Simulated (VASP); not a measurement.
# SnO2 (P4_2/mnm) in VASP: settings compared, part 2 of 2

VASP 6.6.1. The steps go on from the part before.

### Step 5. Relaxation of cell and atoms, LDA

INCAR

```
ALGO = Normal ; EDIFF = 1E-7
EDIFFG = -0.005 ; ENCUT = 600
IBRION = 2 ; ISIF = 3
ISMEAR = 0 ; KPAR = 2
LASPH = True ; LCHARG = False
LREAL = False ; LWAVE = False
NELM = 80 ; NSW = 90
PREC = Accurate ; SIGMA = 0.03
```

KPOINTS

```
k-points
0
Gamma
  6 6 8
```

POSCAR

```
SnO2                                    
1.0
    4.7278691949     -0.0000000000      0.0000000000
    0.0000000000      4.7278691949      0.0000000000
    0.0000000000      0.0000000000      3.1951732556
  Sn              O             
     2     4
Direct
     0.0000000000000000    0.0000000000000000    0.0000000000000000
     0.5000000000000000    0.5000000000000000    0.5000000000000000
     0.3059917598045841    0.3059917598045841    0.0000000000000000
     0.1940082401954160    0.8059917598045840    0.5000000000000000
     0.6940082401954160    0.6940082401954160    0.0000000000000000
     0.8059917598045840    0.1940082401954160    0.5000000000000000
```

The run is started by

```sh
$ cat potpaw_LDA.64/Sn_d/POTCAR potpaw_LDA.64/O/POTCAR > POTCAR
$ mpirun -np 2 vasp_std > vasp.out
```

It took 1.8 min on 2 MPI ranks of Intel Xeon Platinum 8488C (Sapphire Rapids), shared host; peak memory 0.24 GiB.

It converged, with:

| Quantity | Value |
| --- | --- |
| Free energy | -42.2921 eV |
| Energy gained by relaxing | 0.0 meV/atom |
| Ionic steps | 2 |
| Pressure after relaxing | 0.0 GPa |
| Band gap on the k mesh | 1.15 eV, direct |

Final structure:
```
CELL_PARAMETERS angstrom
4.72726 0.00000 0.00000
0.00000 4.72726 0.00000
0.00000 0.00000 3.19590
ATOMIC_POSITIONS crystal
Sn 0.00000 0.00000 0.00000
Sn 0.50000 0.50000 0.50000
O 0.30604 0.30604 0.00000
O 0.19396 0.80604 0.50000
O 0.69396 0.69396 0.00000
O 0.80604 0.19396 0.50000
```

Levels at points of the mesh, in eV from the valence-band top:
| k point | band 24 | band 25 | band 26 | band 27 | band 28 | band 29 |
| --- | --- | --- | --- | --- | --- | --- |
| (0.00, 0.00, 0.00) | -0.80 | -0.80 | 0.00 | 1.15 | 5.92 | 6.05 |
| (0.50, 0.00, 0.00) | -1.24 | -0.65 | -0.65 | 4.31 | 4.31 | 6.81 |
| (0.50, 0.50, 0.00) | -1.37 | -0.91 | -0.91 | 4.70 | 4.70 | 7.30 |
| (0.00, 0.00, 0.50) | -1.72 | -1.28 | -1.28 | 6.03 | 6.03 | 9.52 |
| (0.50, 0.00, 0.50) | -1.13 | -0.72 | -0.72 | 6.31 | 6.31 | 7.88 |
| (0.50, 0.50, 0.50) | -0.99 | -0.84 | -0.84 | 4.69 | 4.69 | 8.63 |

Caveat: spin-orbit coupling is left out, which moves the levels of the heavy elements.

### Step 6. Relaxation of cell and atoms, PBEsol

INCAR

```
ALGO = Normal ; EDIFF = 1E-6
EDIFFG = -0.01 ; ENCUT = 600
GGA = PS ; IBRION = 2
ISIF = 3 ; ISMEAR = 0
KPAR = 2 ; LASPH = True
LCHARG = False ; LREAL = False
LWAVE = False ; NELM = 80
NSW = 90 ; PREC = Accurate
SIGMA = 0.03
```

KPOINTS is that of step 5.

POSCAR

```
SnO2
1.0
    4.7380000000      0.0000000000      0.0000000000
    0.0000000000      4.7380000000      0.0000000000
    0.0000000000      0.0000000000      3.1865000000
Sn O
2 4
Direct
    0.0000000000      0.0000000000      0.0000000000
    0.5000000000      0.5000000000      0.5000000000
    0.3071000000      0.3071000000      0.0000000000
    0.1929000000      0.8071000000      0.5000000000
    0.6929000000      0.6929000000      0.0000000000
    0.8071000000      0.1929000000      0.5000000000
```

Potentials or basis: VASP PAW PBE potentials, release 64 (Sn_d, O).

The run is started by

```sh
$ cat potpaw_PBE.64/Sn_d/POTCAR potpaw_PBE.64/O/POTCAR > POTCAR
$ mpirun -np 2 vasp_std > vasp.out
```

Run time: 1.7 min. Hardware: 2 MPI ranks of Intel Xeon 6975P-C (Granite Rapids), shared host; peak memory 0.27 GiB.

The run converged. Its results:

```
Free energy                            : -39.6757 eV
Relaxed volume                         : 12.20 Å³/atom
Relaxed cell                           : a = 4.771 Å, b = 4.771 Å, c = 3.217 Å, α = 90.00°, β = 90.00°, γ = 90.00°
Space group after relaxing (to 0.05 Å) : P4_2/mnm (No. 136)
Energy gained by relaxing              : 5.0 meV/atom
Ionic steps                            : 5
Pressure after relaxing                : 0.0 GPa
Largest force after relaxing           : 0.008 eV/Å
Band gap on the k mesh                 : 0.89 eV, direct
```

Forces in eV/Å, atoms in the order of the input:
```
Sn   0.000  0.000  0.000
Sn   0.000  0.000  0.000
O   -0.006 -0.006  0.000
O    0.006 -0.006  0.000
O    0.006  0.006  0.000
O   -0.006  0.006  0.000
```

Step by step:
| step | energy change (eV) | largest force (eV/Å) | pressure (GPa) | volume (Å³) |
| --- | --- | --- | --- | --- |
| 1 | 0.0000 | 0.2277 | 5.24 | 71.53 |
| 2 | 0.0238 | 0.2179 | -6.26 | 75.64 |
| 3 | -0.0302 | 0.0171 | -0.05 | 73.24 |
| 4 | -0.0302 | 0.0212 | 0.10 | 73.21 |
| 5 | -0.0302 | 0.0080 | 0.05 | 73.21 |

Final structure:
```yaml
crystal:
  lattice:
    - [4.77064, 0.00000, 0.00000]
    - [0.00000, 4.77064, 0.00000]
    - [0.00000, 0.00000, 3.21664]
  atoms:
    - { symbol: Sn, position: [0.00000, 0.00000, 0.00000] }
    - { symbol: Sn, position: [0.50000, 0.50000, 0.50000] }
    - { symbol: O, position: [0.30630, 0.30630, 0.00000] }
    - { symbol: O, position: [0.19370, 0.80630, 0.50000] }
    - { symbol: O, position: [0.69370, 0.69370, 0.00000] }
    - { symbol: O, position: [0.80630, 0.19370, 0.50000] }
```

Levels at points of the mesh, in eV from the valence-band top:
| k point | band 23 | band 24 | band 25 | band 26 | band 27 | band 28 | band 29 | band 30 |
| --- | --- | --- | --- | --- | --- | --- | --- | --- |
| (0.00, 0.00, 0.00) | -1.27 | -0.78 | -0.78 | 0.00 | 0.89 | 5.82 | 6.02 | 6.02 |
| (0.50, 0.00, 0.00) | -1.23 | -1.23 | -0.63 | -0.63 | 4.11 | 4.11 | 6.78 | 6.78 |
| (0.50, 0.50, 0.00) | -1.35 | -1.35 | -0.89 | -0.89 | 4.50 | 4.50 | 7.21 | 7.21 |
| (0.00, 0.00, 0.50) | -1.64 | -1.64 | -1.24 | -1.24 | 5.84 | 5.84 | 9.42 | 9.42 |
| (0.50, 0.00, 0.50) | -1.08 | -1.08 | -0.73 | -0.73 | 6.12 | 6.12 | 7.72 | 7.72 |
| (0.50, 0.50, 0.50) | -0.96 | -0.96 | -0.82 | -0.82 | 4.53 | 4.53 | 8.60 | 8.60 |

Caveat: the PAW data sets were made with another functional, which shifts forces and pressure a little; spin-orbit coupling is left out, which moves the levels of the heavy elements. Zero-point motion and thermal expansion aren't in these numbers.

### Step 7. Summary

| level | potentials or basis | gap on the mesh (eV) | pressure (GPa) | relaxed volume (Å³/atom) |
| --- | --- | --- | --- | --- |
| PBE | VASP PAW PBE potentials, release 64 (Sn_d, O) | 0.64 | 0.0 | 12.60 |
| LDA | VASP PAW LDA potentials, release 64 (Sn_d, O) | 1.15 | 0.0 | 11.90 |
| PBEsol | VASP PAW PBE potentials, release 64 (Sn_d, O) | 0.89 | 0.0 | 12.20 |

Alike in all rows: task relaxation of cell and atoms; no spin polarisation; cell relaxed; k mesh 6 × 6 × 8; cutoff (eV) 600; smearing gaussian 0.03 eV.

Caveats: spin-orbit coupling is left out, which moves the levels of the heavy elements; the PAW data sets were made with another functional, which shifts forces and pressure a little (some runs).

Absolute energies hang on the potentials; compare differences alone.
